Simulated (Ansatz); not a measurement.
# MoS₂: energy above lowest point and pressure against volume scale

All results are calculated (Ansatz 0.2.0). Free energy against uniform scaling of the volume at fixed shape and fractions; periodic cell, basis, potentials, k mesh and filling as listed.

The cell before it is scaled or strained (space group R3m, No. 160):
```
MoS2
1.0
      1.5800     0.9122     6.1500
     -1.5800     0.9122     6.1500
      0.0000    -1.8244     6.1500
Mo S
1 2
Direct
  0.00000 0.00000 0.00000
  0.25000 0.25000 0.25000
  0.41700 0.41700 0.41700
```

Settings of every row: functional PBE; dispersion none; potentials PAW; wave cutoff 500 eV; density cutoff 2000 eV; k mesh 11x11x11; k shift 0x0x0; occupations cold; smearing width 0.1 eV; spin none.

Limits: a layered crystal: even scaling strains the bonds within the layers, so this curve is stiffer than the crystal under pressure.

| row | volume scale | V (Å³/atom) | energy above lowest point (meV/atom) | pressure (GPa) |
| --- | --- | --- | --- | --- |
| 1 | 0.92 | 16.309 | 124.2 | 21.68 |
| 2 | 0.9467 | 16.783 | 69.6 | 15.46 |
| 3 | 0.9733 | 17.254 | 32.2 | 10.05 |
| 4 | 1 | 17.728 | ? | ? |
| 5 | 1.0267 | 18.201 | 0 | 1.26 |
| 6 | 1.0533 | 18.673 | 1.7 | -2.3 |
| 7 | 1.08 | 19.146 | 13.1 | -5.39 |

Question: what energy above lowest point and pressure should row 4 give?

Worked fit of energy above lowest point. Take u = (V_r/V)^(2/3) − 1 with V_r = 17.727 Å³ an atom, which is twice the finite (Eulerian) strain; such expansions in the strain, on which the Birch-Murnaghan equation of state is built, carry the rest volume and the bulk modulus. The shown rows have u = 0.05715, 0.03716, 0.01819, -0.01744, -0.03407, -0.05004. Least squares give energy above lowest point = 9.66 + 888.9 × u + 19320 × u² + 3507 × u³ meV/atom; a parabola predicts inner rows, each left out in turn, worse (root mean square 0.2 against 0.081 meV/atom). The rows lie off it by 0.0, 0.1, 0.0, 0.0, 0.0, 0.0. Its lowest point lies at u = -0.0232, or V = 18.36 Å³ an atom, and the curvature there gives the bulk modulus at fixed shape and fractions, B = (4/9)(1 + u)² E″(u)/V = 141 GPa. Letting shape and atoms relax would as a rule lower it, by much in layered, chain or molecular crystals. The withheld row has u = -4e-05, so the fit gives 9.66 + 888.9 × (-4e-05) + 19320 × (-4e-05)² + 3507 × (-4e-05)³ = 9.6 meV/atom.

The calculation gave 9.6 meV/atom. The fit meets it to the printed digit.

Worked fit of pressure. Take u = (V_r/V)^(2/3) − 1 with V_r = 17.727 Å³ an atom, which is twice the finite (Eulerian) strain; such expansions in the strain, on which the Birch-Murnaghan equation of state is built, carry the rest volume and the bulk modulus. The shown rows have u = 0.05715, 0.03716, 0.01819, -0.01744, -0.03407, -0.05004. Least squares give pressure = 5.356 + 246.53 × u + 658.6 × u² + 466 × u³ GPa; a parabola predicts inner rows, each left out in turn, worse (root mean square 0.03 against 0.018 GPa). The rows lie off it by 0.00, 0.01, -0.01, 0.01, 0.00, 0.00. The pressure vanishes at u = -0.0231, or V = 18.36 Å³ an atom, and there the bulk modulus at fixed shape and fractions is B = −V dP/dV = (2/3)(1 + u) dP/du = 141 GPa. Letting shape and atoms relax would as a rule lower it, by much in layered, chain or molecular crystals. The withheld row has u = -4e-05, so the fit gives 5.356 + 246.53 × (-4e-05) + 658.6 × (-4e-05)² + 466 × (-4e-05)³ = 5.35 GPa.

The calculation gave 5.35 GPa. The fit meets it to the printed digit.
